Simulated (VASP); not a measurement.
# PbS (Galena) (Fm-3m) in VASP: settings compared

One crystal, PbS (Galena), is run at these levels: PBEsol, PBE; tasks: elastic constants.

Everything below comes from runs of VASP 6.6.1. Logs are shortened: lines on timing, memory, paths and dates and some standing lists are left out, and cuts for length are marked.

**1. The structure**

Symmetry: Fm-3m, No. 225, cubic system. Conventional cell: a = 5.903 Å, b = 5.903 Å, c = 5.903 Å, α = 90.00°, β = 90.00°, γ = 90.00°. Around Pb (site symmetry m-3m) lie 6 S at 2.95 Å. Around S (site symmetry m-3m) lie 6 Pb at 2.95 Å.

**2. Elastic constants, PBEsol**

Contents of POSCAR:

```
PbS
1.0
    0.0000000000      2.9517488637      2.9517488637
    2.9517488637      0.0000000000      2.9517488637
    2.9517488637      2.9517488637      0.0000000000
  Pb              S
     1     1
Direct
     0.0000000000000000    0.0000000000000000    0.0000000000000000
     0.5000000000000000    0.5000000000000000    0.5000000000000000
```

Contents of INCAR.step1:

```
SYSTEM = PbS
PREC = Accurate ; ENCUT = 600
EDIFF = 1E-8 ; ISMEAR = 0
SIGMA = 0.03 ; LREAL = .FALSE.
LASPH = .TRUE. ; NELM = 80
ALGO = Normal ; ISIF = 3
LWAVE = .FALSE. ; LCHARG = .FALSE.
GGA = PS ; IBRION = 2
NSW = 40 ; EDIFFG = -0.002
```

Contents of INCAR.step2:

```
SYSTEM = PbS
PREC = Accurate ; ENCUT = 600
EDIFF = 1E-8 ; ISMEAR = 0
SIGMA = 0.03 ; LREAL = .FALSE.
LASPH = .TRUE. ; NELM = 80
ALGO = Normal ; ISIF = 3
LWAVE = .FALSE. ; LCHARG = .FALSE.
GGA = PS ; IBRION = 6
NFREE = 2 ; POTIM = 0.015
NSW = 1
```

Contents of KPOINTS:

```
regular mesh
0
G
  8 8 8
  0 0 0
```

Potentials or basis: VASP PAW PBE potentials, release 64 (Pb_d, S).

Command:

```console
> cat potpaw_PBE.64/Pb_d/POTCAR potpaw_PBE.64/S/POTCAR > POTCAR
> cp INCAR.step1 INCAR
> mpirun -np 1 vasp_std > vasp.out
> cp CONTCAR POSCAR
> cp INCAR.step2 INCAR
> mpirun -np 1 vasp_std > vasp.out
```

OUTCAR:

```text
SYSTEM = PbS
   PREC = Accurate
   ENCUT = 600
   EDIFF = 1E-8
   ISMEAR = 0
   LREAL = .FALSE.
   LASPH = .TRUE.
   NELM = 80
   ISIF = 3
   GGA = PS
   IBRION = 6
   NFREE = 2
   POTIM = 0.015
   NSW = 1

 ion  position               nearest neighbor table
   1  0.000  0.000  0.000-   2 2.95   2 2.95   2 2.95   2 2.95   2 2.95   2 2.95
   2  0.500  0.500  0.500-   1 2.95   1 2.95   1 2.95   1 2.95   1 2.95   1 2.95

  LATTYP: Found a face centered cubic cell.
 ALAT       =     5.9034977274

  Lattice vectors:

 A1 = (   0.0000000000,   2.9517488637,   2.9517488637)
 A2 = (   2.9517488637,   0.0000000000,   2.9517488637)
 A3 = (   2.9517488637,   2.9517488637,   0.0000000000)

Analysis of symmetry for initial positions (statically):
=====================================================================
 Subroutine PRICEL returns:
 Original cell was already a primitive cell.

 Routine SETGRP: Setting up the symmetry group for a
 face centered cubic supercell.

 Subroutine GETGRP returns: Found 48 space group operations
 (whereof 48 operations were pure point group operations)
 out of a pool of 48 trial point group operations.

The static configuration has the point symmetry O_h .

Analysis of symmetry for dynamics (positions and initial velocities):
=====================================================================
 Subroutine PRICEL returns:
 Original cell was already a primitive cell.

 Routine SETGRP: Setting up the symmetry group for a
 face centered cubic supercell.

 Subroutine GETGRP returns: Found 48 space group operations
 (whereof 48 operations were pure point group operations)
 out of a pool of 48 trial point group operations.

The dynamic configuration has the point symmetry O_h .

 Subroutine INISYM returns: Found 48 space group operations
 (whereof 48 operations are pure point group operations),
 and found     1 'primitive' translations

----------------------------------------------------------------------------------------

                                     Primitive cell

  volume of cell :      51.4361

  direct lattice vectors                    reciprocal lattice vectors
     0.000000000  2.951748864  2.951748864    -0.169391104  0.169391104  0.169391104
     2.951748864  0.000000000  2.951748864     0.169391104 -0.169391104  0.169391104
     2.951748864  2.951748864  0.000000000     0.169391104  0.169391104 -0.169391104

  length of vectors
     4.174403276  4.174403276  4.174403276     0.293393999  0.293393999  0.293393999

  position of ions in fractional coordinates (direct lattice)
     0.000000000  0.000000000  0.000000000
     0.500000000  0.500000000  0.500000000

  ion indices of the primitive-cell ions
   primitive index   ion index
                 1           1
                 2           2

----------------------------------------------------------------------------------------

 KPOINTS: regular mesh

Automatic generation of k-mesh.
 Grid dimensions read from file:
 generate k-points for:    8    8    8

 Generating k-lattice:

  Cartesian coordinates                     Fractional coordinates (reciprocal lattice)
    -0.021173888  0.021173888  0.021173888     0.125000000  0.000000000  0.000000000
     0.021173888 -0.021173888  0.021173888     0.000000000  0.125000000  0.000000000
     0.021173888  0.021173888 -0.021173888     0.000000000  0.000000000  0.125000000

  Length of vectors
     0.036674250  0.036674250  0.036674250

  Shift w.r.t. Gamma in fractional coordinates (k-lattice)
     0.000000000  0.000000000  0.000000000

 Subroutine IBZKPT returns following result:
 ===========================================

[... 105 lines left out ...]
  -------------------------------------------------------------------------------------
  Total       -0.0024056     -0.0024056     -0.0024056      0.0000000      0.0000000     -0.0000000
  in kB       -0.0749332     -0.0749332     -0.0749332      0.0000000      0.0000000     -0.0000000
  external PRESSURE =      -0.0749332 kB  Pullay stress =       0.0000000 kB
[... 89 lines left out ...]
  FREE ENERGIE OF THE ION-ELECTRON SYSTEM (eV)
  ---------------------------------------------------
  free  energy   TOTEN  =        -9.4521207286 eV

  energy  without entropy=       -9.4521189901  energy(sigma->0) =       -9.45211986

 E-fermi :   6.1881     XC(G=0): -10.0246

 val. band max:        6.1208448030   @ k =   0.5000   0.0000   0.0000
 cond. band min:       6.2553370631   @ k =   0.5000   0.0000   0.0000
 fundamental gap:      0.1344922601
 Fermi energy:         6.1880909310

 k-point     1 :       0.0000    0.0000    0.0000
  band No.  band energies     occupation
      1     -10.7166      2.00000
      2     -10.7140      2.00000
      3     -10.7140      2.00000
      4     -10.7074      2.00000
      5     -10.6985      2.00000
      6      -7.7957      2.00000
      7       0.0785      2.00000
      8       3.6748      2.00000
      9       3.8032      2.00000
     10       3.8032      2.00000
     11      11.2086      0.00000
     12      11.2086      0.00000
     13      11.5685      0.00000
     14      12.6194      0.00000
[... 379 lines left out ...]
      3     -10.6996      2.00000
      4     -10.6829      2.00000
      5     -10.6557      2.00000
      6      -6.1887      2.00000
      7      -2.6025      2.00000
      8       2.4091      2.00000
      9       2.8777      2.00000
     10       4.9941      2.00000
     11       7.4692      0.00000
     12       9.4538      0.00000
     13      10.1560      0.00000
     14      13.9374      0.00000

 [... further k-points ...]

[... ionic steps 4 to 14 ...]

--------------------------------------- Ionic step       15  -------------------------------------------

 number of electron      20.0000001 magnetization

------------------------ aborting loop because EDIFF is reached ----------------------------------------
[... 67 lines left out ...]
--------------------------------------- Ionic step       17  -------------------------------------------

 number of electron      20.0000002 magnetization

 Free energy of the ion-electron system (eV)
  ---------------------------------------------------
  ext. energy  EPLUGINS =         0.00000000
  ---------------------------------------------------
  free energy    TOTEN  =        -9.45779220 eV

  energy without entropy =       -9.45779220  energy(sigma->0) =       -9.45779220

 E-fermi :   5.9932     XC(G=0):  -9.9537

 val. band max:        5.8903027331   @ k =   0.5000   0.0000   0.0000
 cond. band min:       6.0961796487   @ k =   0.5000   0.0000   0.0000
 fundamental gap:      0.2058769156
 Fermi energy:         5.9932307721

 k-point     1 :       0.0000    0.0000    0.0000
  band No.  band energies     occupation
      1     -10.8908      2.00000
      2     -10.8908      2.00000
      3     -10.8908      2.00000
      4     -10.8780      2.00000
      5     -10.8780      2.00000
      6      -7.8577      2.00000
      7      -0.1554      2.00000
      8       3.6341      2.00000
      9       3.6346      2.00000
     10       3.6346      2.00000
     11      11.0759      0.00000
     12      11.0759      0.00000
     13      11.0784      0.00000
     14      12.4858      0.00000
[... 420 lines left out ...]
  FREE ENERGIE OF THE ION-ELECTRON SYSTEM (eV)
  ---------------------------------------------------
  free  energy   TOTEN  =        -9.4577921977 eV

  energy  without entropy=       -9.4577921956  energy(sigma->0) =       -9.45779220

 INTERNAL STRAIN TENSORS FROM STRAINED CELLS
 ============================================

 INTERNAL STRAIN TENSOR FOR ION    1 for displacements in x,y,z  (eV/Angst):
          X           Y           Z          XY          YZ          ZX
  --------------------------------------------------------------------------------
  x     0.00000     0.00000     0.00000     0.00000     0.00000     0.00000
  y    -0.00000     0.00000    -0.00000    -0.00000    -0.00000    -0.00000
  z     0.00000    -0.00000    -0.00000     0.00000     0.00000     0.00000

 INTERNAL STRAIN TENSORS FROM DISPLACED ATOMS
 ============================================

 INTERNAL STRAIN TENSOR FOR ION    1 for displacements in x,y,z  (eV/Angst):
          X           Y           Z          XY          YZ          ZX
  --------------------------------------------------------------------------------
  x     0.00000     0.00000     0.00000     0.00000     0.00000     0.00000
  y     0.00000     0.00000     0.00000     0.00000     0.00000     0.00000
  z     0.00000     0.00000     0.00000     0.00000     0.00000     0.00000

 INTERNAL STRAIN TENSOR FOR ION    2 for displacements in x,y,z  (eV/Angst):
          X           Y           Z          XY          YZ          ZX
  --------------------------------------------------------------------------------
  x     0.00000     0.00000     0.00000     0.00000     0.00000     0.00000
  y     0.00000     0.00000     0.00000     0.00000     0.00000     0.00000
  z     0.00000     0.00000     0.00000     0.00000     0.00000     0.00000

 Eigenvectors and eigenvalues of the dynamical matrix
 ----------------------------------------------------

   1 f  =    1.676274 THz    10.532341 2PiTHz   55.914486 cm-1     6.932510 meV
             X         Y         Z           dx          dy          dz
      0.000000  0.000000  0.000000     0.000000    0.369274    0.000000
      2.951749  2.951749  2.951749     0.000000   -0.929321    0.000000
[... 21 lines left out ...]
   6 f/i=    0.005748 THz     0.036114 2PiTHz    0.191721 cm-1     0.023770 meV
             X         Y         Z           dx          dy          dz
      0.000000  0.000000  0.000000     0.000000   -0.929321    0.000000
      2.951749  2.951749  2.951749     0.000000   -0.369274    0.000000

--------------------------------------------------------------------------------------------------------

 ELASTIC MODULI CONTR FROM IONIC RELAXATION (kBar)
 Direction    XX          YY          ZZ          XY          YZ          ZX
 --------------------------------------------------------------------------------
 XX           0.0000      0.0000      0.0000      0.0000      0.0000      0.0000
 YY           0.0000      0.0000      0.0000      0.0000      0.0000      0.0000
 ZZ           0.0000      0.0000      0.0000      0.0000      0.0000      0.0000
 XY           0.0000      0.0000      0.0000      0.0000      0.0000      0.0000
 YZ           0.0000      0.0000      0.0000      0.0000      0.0000      0.0000
 ZX           0.0000      0.0000      0.0000      0.0000      0.0000      0.0000
 --------------------------------------------------------------------------------

 TOTAL ELASTIC MODULI (kBar)
 Direction    XX          YY          ZZ          XY          YZ          ZX
 --------------------------------------------------------------------------------
 XX        1496.1125    159.5084    159.5084     -0.0000     -0.0000     -0.0000
 YY         159.5084   1496.1125    159.5084     -0.0000      0.0000      0.0000
 ZZ         159.5084    159.5084   1496.1125      0.0000      0.0000     -0.0000
 XY          -0.0000     -0.0000      0.0000    201.9449      0.0000      0.0000
 YZ          -0.0000      0.0000      0.0000      0.0000    201.9449      0.0000
 ZX          -0.0000      0.0000     -0.0000      0.0000      0.0000    201.9449
 --------------------------------------------------------------------------------
```

It took 9.3 min on 1 thread of Intel Xeon 6975P-C (Granite Rapids), shared host; peak memory 0.36 GiB.

What came out:

```
Elastic constants C11, C12, C44                         : 150, 16, 20 GPa
Voigt bulk modulus                                      : 61 GPa
Highest phonon frequency at Γ, LO-TO splitting left out : 56 cm⁻¹
```

Phonon frequencies in cm⁻¹ (negative: imaginary):
| q point | frequencies |
| --- | --- |
| (0.000, 0.000, 0.000) | 0 0 0 56 56 56 |

Elastic tensor in Voigt notation (GPa, in the Cartesian axes of the cell as first typed):
```
150  16  16   0   0   0
 16 150  16   0   0   0
 16  16 150   0   0   0
  0   0   0  20   0   0
  0   0   0   0  20   0
  0   0   0   0   0  20
```

Clamped-ion elastic tensor (GPa):
```
150  16  16   0   0   0
 16 150  16   0   0   0
 16  16 150   0   0   0
  0   0   0  20   0   0
  0   0   0   0  20   0
  0   0   0   0   0  20
```

Caveat: the PAW data sets were made with another functional, which shifts forces and pressure a little. Spin-orbit coupling is left out, which matters for the levels of Pb.

**3. Elastic constants, PBE**

This run uses another cell than the first one, of 27.10 Å³/atom, 1.054 times its volume.

Contents of POSCAR:

```
PbS
1.0
    0.0000000000      3.0037265205      3.0037265205
    3.0037265205      0.0000000000      3.0037265205
    3.0037265205      3.0037265205      0.0000000000
  Pb              S
     1     1
Direct
     0.0000000000000000    0.0000000000000000    0.0000000000000000
     0.5000000000000000    0.5000000000000000    0.5000000000000000
```

Contents of INCAR.step1:

```
  PREC = Accurate
  ENCUT = 600
  EDIFF = 1E-8
  ISMEAR = 0
  SIGMA = 0.03
  LREAL = F
  LASPH = T
  NELM = 80
  ALGO = Normal
  ISIF = 3
  LWAVE = F
  LCHARG = F
  GGA = PE
  IBRION = 2
  NSW = 40
  EDIFFG = -0.002
```

Contents of INCAR.step2:

```
  PREC = Accurate
  ENCUT = 600
  EDIFF = 1E-8
  ISMEAR = 0
  SIGMA = 0.03
  LREAL = F
  LASPH = T
  NELM = 80
  ALGO = Normal
  ISIF = 3
  LWAVE = F
  LCHARG = F
  GGA = PE
  IBRION = 6
  NFREE = 2
  POTIM = 0.015
  NSW = 1
```

Contents of KPOINTS:

```
regular mesh
0
Gamma
  8 8 8
```

Potentials or basis: VASP PAW PBE potentials, release 64 (Pb_d, S).

Command:

```console
> cat potpaw_PBE.64/Pb_d/POTCAR potpaw_PBE.64/S/POTCAR > POTCAR
> cp INCAR.step1 INCAR
> mpirun -np 1 vasp_std > vasp.out
> cp CONTCAR POSCAR
> cp INCAR.step2 INCAR
> mpirun -np 1 vasp_std > vasp.out
```

Wall time 11 min (1 thread of AMD EPYC 9R45 (Zen 5), shared host); peak memory 0.34 GiB.

It converged, with:

- Elastic constants C11, C12, C44: 126, 17, 20 GPa
- Voigt bulk modulus: 53 GPa
- Highest phonon frequency at Γ, LO-TO splitting left out: 38 cm⁻¹

Phonon frequencies in cm⁻¹ (negative: imaginary):
```tsv
q point	frequencies
(0.000, 0.000, 0.000)	0 0 0 38 38 38
```

Elastic tensor in Voigt notation (GPa, in the Cartesian axes of the cell as first typed):
```
126  17  17   0   0   0
 17 126  17   0   0   0
 17  17 126   0   0   0
  0   0   0  20   0   0
  0   0   0   0  20   0
  0   0   0   0   0  20
```

Clamped-ion elastic tensor (GPa):
```
126  17  17   0   0   0
 17 126  17   0   0   0
 17  17 126   0   0   0
  0   0   0  20   0   0
  0   0   0   0  20   0
  0   0   0   0   0  20
```

Spin-orbit coupling is left out, which matters for the levels of Pb.
